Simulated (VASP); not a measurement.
Here is a VASP 6.6.1 calculation.

The input INCAR:

```
SYSTEM = Fe
  ALGO = Normal
  AMIX = 0.2
  AMIX_MAG = 0.8
  BMIX = 1E-4
  BMIX_MAG = 1E-4
  EDIFF = 1E-6
  ENCUT = 520
  GGA = RP
  ICORELEVEL = 1
  ISIF = 2
  ISMEAR = 1
  ISPIN = 2
  LASPH = .TRUE.
  LCHARG = .FALSE.
  LMAXMIX = 4
  LORBIT = 11
  LREAL = .FALSE.
  LWAVE = .FALSE.
  MAGMOM = 4
  NBANDS = 14
  NELM = 150
  PREC = Accurate
  SIGMA = 0.1
```

KPOINTS

```
k-points
0
G
  18 18 18
  0 0 0
```

POSCAR

```
Fe                                      
1.0
   -1.4297866491      1.4297866491      1.4297866491
    1.4297866491     -1.4297866491      1.4297866491
    1.4297866491      1.4297866491     -1.4297866491
  Fe            
     1
Direct
     0.0000000000000000    0.0000000000000000    0.0000000000000000
```

KPOINTS_OPT

```
explicit points
124
Reciprocal
 0.0000000000  0.0000000000  0.0000000000 1
 0.0263157895 -0.0263157895  0.0263157895 1
 0.0526315789 -0.0526315789  0.0526315789 1
 0.0789473684 -0.0789473684  0.0789473684 1
 0.1052631579 -0.1052631579  0.1052631579 1
 0.1315789474 -0.1315789474  0.1315789474 1
 0.1578947368 -0.1578947368  0.1578947368 1
 0.1842105263 -0.1842105263  0.1842105263 1
 0.2105263158 -0.2105263158  0.2105263158 1
 0.2368421053 -0.2368421053  0.2368421053 1
 0.2631578947 -0.2631578947  0.2631578947 1
 0.2894736842 -0.2894736842  0.2894736842 1
 0.3157894737 -0.3157894737  0.3157894737 1
 0.3421052632 -0.3421052632  0.3421052632 1
 0.3684210526 -0.3684210526  0.3684210526 1
 0.3947368421 -0.3947368421  0.3947368421 1
 0.4210526316 -0.4210526316  0.4210526316 1
 0.4473684211 -0.4473684211  0.4473684211 1
 0.4736842105 -0.4736842105  0.4736842105 1
 0.5000000000 -0.5000000000  0.5000000000 1
 0.5000000000 -0.5000000000  0.5000000000 1
 0.4736842105 -0.4736842105  0.5000000000 1
 0.4473684211 -0.4473684211  0.5000000000 1
 0.4210526316 -0.4210526316  0.5000000000 1
 0.3947368421 -0.3947368421  0.5000000000 1
 0.3684210526 -0.3684210526  0.5000000000 1
 0.3421052632 -0.3421052632  0.5000000000 1
 0.3157894737 -0.3157894737  0.5000000000 1
 0.2894736842 -0.2894736842  0.5000000000 1
 0.2631578947 -0.2631578947  0.5000000000 1
 0.2368421053 -0.2368421053  0.5000000000 1
 0.2105263158 -0.2105263158  0.5000000000 1
 0.1842105263 -0.1842105263  0.5000000000 1
 0.1578947368 -0.1578947368  0.5000000000 1
 0.1315789474 -0.1315789474  0.5000000000 1
 0.1052631579 -0.1052631579  0.5000000000 1
 0.0789473684 -0.0789473684  0.5000000000 1
 0.0526315789 -0.0526315789  0.5000000000 1
 0.0263157895 -0.0263157895  0.5000000000 1
 0.0000000000  0.0000000000  0.5000000000 1
 0.0000000000  0.0000000000  0.5000000000 1
 0.0000000000  0.0000000000  0.4736842105 1
 0.0000000000  0.0000000000  0.4473684211 1
 0.0000000000  0.0000000000  0.4210526316 1
 0.0000000000  0.0000000000  0.3947368421 1
 0.0000000000  0.0000000000  0.3684210526 1
 0.0000000000  0.0000000000  0.3421052632 1
 0.0000000000  0.0000000000  0.3157894737 1
 0.0000000000  0.0000000000  0.2894736842 1
 0.0000000000  0.0000000000  0.2631578947 1
 0.0000000000  0.0000000000  0.2368421053 1
 0.0000000000  0.0000000000  0.2105263158 1
 0.0000000000  0.0000000000  0.1842105263 1
 0.0000000000  0.0000000000  0.1578947368 1
 0.0000000000  0.0000000000  0.1315789474 1
 0.0000000000  0.0000000000  0.1052631579 1
 0.0000000000  0.0000000000  0.0789473684 1
 0.0000000000  0.0000000000  0.0526315789 1
 0.0000000000  0.0000000000  0.0263157895 1
 0.0000000000  0.0000000000  0.0000000000 1
 0.0000000000  0.0000000000  0.0000000000 1
 0.0131578947  0.0131578947  0.0131578947 1
 0.0263157895  0.0263157895  0.0263157895 1
 0.0394736842  0.0394736842  0.0394736842 1
 0.0526315789  0.0526315789  0.0526315789 1
 0.0657894737  0.0657894737  0.0657894737 1
 0.0789473684  0.0789473684  0.0789473684 1
 0.0921052632  0.0921052632  0.0921052632 1
 0.1052631579  0.1052631579  0.1052631579 1
 0.1184210526  0.1184210526  0.1184210526 1
 0.1315789474  0.1315789474  0.1315789474 1
 0.1447368421  0.1447368421  0.1447368421 1
 0.1578947368  0.1578947368  0.1578947368 1
 0.1710526316  0.1710526316  0.1710526316 1
 0.1842105263  0.1842105263  0.1842105263 1
 0.1973684211  0.1973684211  0.1973684211 1
 0.2105263158  0.2105263158  0.2105263158 1
 0.2236842105  0.2236842105  0.2236842105 1
 0.2368421053  0.2368421053  0.2368421053 1
 0.2500000000  0.2500000000  0.2500000000 1
 0.2500000000  0.2500000000  0.2500000000 1
 0.2631578947  0.2105263158  0.2631578947 1
 0.2763157895  0.1710526316  0.2763157895 1
 0.2894736842  0.1315789474  0.2894736842 1
 0.3026315789  0.0921052632  0.3026315789 1
 0.3157894737  0.0526315789  0.3157894737 1
 0.3289473684  0.0131578947  0.3289473684 1
 0.3421052632 -0.0263157895  0.3421052632 1
 0.3552631579 -0.0657894737  0.3552631579 1
 0.3684210526 -0.1052631579  0.3684210526 1
 0.3815789474 -0.1447368421  0.3815789474 1
 0.3947368421 -0.1842105263  0.3947368421 1
 0.4078947368 -0.2236842105  0.4078947368 1
 0.4210526316 -0.2631578947  0.4210526316 1
 0.4342105263 -0.3026315789  0.4342105263 1
 0.4473684211 -0.3421052632  0.4473684211 1
 0.4605263158 -0.3815789474  0.4605263158 1
 0.4736842105 -0.4210526316  0.4736842105 1
 0.4868421053 -0.4605263158  0.4868421053 1
 0.5000000000 -0.5000000000  0.5000000000 1
 0.2500000000  0.2500000000  0.2500000000 1
 0.2368421053  0.2368421053  0.2631578947 1
 0.2236842105  0.2236842105  0.2763157895 1
 0.2105263158  0.2105263158  0.2894736842 1
 0.1973684211  0.1973684211  0.3026315789 1
 0.1842105263  0.1842105263  0.3157894737 1
 0.1710526316  0.1710526316  0.3289473684 1
 0.1578947368  0.1578947368  0.3421052632 1
 0.1447368421  0.1447368421  0.3552631579 1
 0.1315789474  0.1315789474  0.3684210526 1
 0.1184210526  0.1184210526  0.3815789474 1
 0.1052631579  0.1052631579  0.3947368421 1
 0.0921052632  0.0921052632  0.4078947368 1
 0.0789473684  0.0789473684  0.4210526316 1
 0.0657894737  0.0657894737  0.4342105263 1
 0.0526315789  0.0526315789  0.4473684211 1
 0.0394736842  0.0394736842  0.4605263158 1
 0.0263157895  0.0263157895  0.4736842105 1
 0.0131578947  0.0131578947  0.4868421053 1
 0.0000000000  0.0000000000  0.5000000000 1
 0.0000000000  0.0000000000  0.0000000000 1
 0.5000000000 -0.5000000000  0.5000000000 1
 0.2500000000  0.2500000000  0.2500000000 1
 0.0000000000  0.0000000000  0.5000000000 1
```

Potentials or basis: VASP PAW PBE potentials, release 64 (Fe).

Launch:

```bash
$ cat potpaw_PBE.64/Fe/POTCAR > POTCAR
$ mpirun -np 1 vasp_std > vasp.out
```

Estimate the pressure.

0.0 GPa.

Estimate the net moment.

2.23 μB per cell.

Predict the band gap along the path.

none (metal or under the smearing width).

Predict the site moments.

Fe +2.24 μB.

Core levels (eV, on the scale of the bands):
```
atom                                                levels
1 Fe  1s -6986.2, 2s -807.3, 2p -686.1, 3s -81.1, 3p -47.2
```

Caveat: the PAW data sets were made with another functional, which shifts forces and pressure a little.
